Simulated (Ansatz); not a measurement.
Cu Kα1 powder pattern (kinematic, no thermal factors).
```tsv
2θ (°)	relative intensity	assignment
20.57	14	1 0 0
29.26	12	1 1 0
36.04	67	1 1 1
41.85	100	2 0 0
47.07	6	2 1 0
51.88	5	2 1 1
60.68	59	2 2 0
64.79	3	3 0 0
68.77	2	3 1 0
72.64	28	3 1 1
76.43	18	2 2 2
80.17	1	3 2 0
83.86	2	3 2 1
```

The pattern is computed from a structure relaxed with Ansatz 0.2.0, DFT PBE, scalar-relativistic, plane waves, PAW. No spin polarisation. Its elements are Mg, O, Zn.

Task: Give the structure.

Result: MgZn$_{3}$O$_{4}$.
Space group Pm-3m (No. 221). a = 4.313 Å, b = 4.313 Å, c = 4.313 Å, α = 90.00°, β = 90.00°, γ = 90.00°
| atom | site | symmetry | x | y | z |
| --- | --- | --- | --- | --- | --- |
| Mg | 1a | m-3m | 0.0000 | 0.0000 | 0.0000 |
| Zn | 3c | 4/mm.m | 0.5000 | 0.0000 | 0.5000 |
| O | 3d | 4/mm.m | 0.0000 | 0.5000 | 0.0000 |
| O | 1b | m-3m | 0.5000 | 0.5000 | 0.5000 |

A pattern alone doesn't exclude other cells with like lines; this is the one computed.

Another cell of MgZn3O4 relaxed alike, in P-43m, lies 88 meV/atom lower, so this cell isn't the stable form at this level.

The cell was found from a structure generator's guess, not taken from experiment.
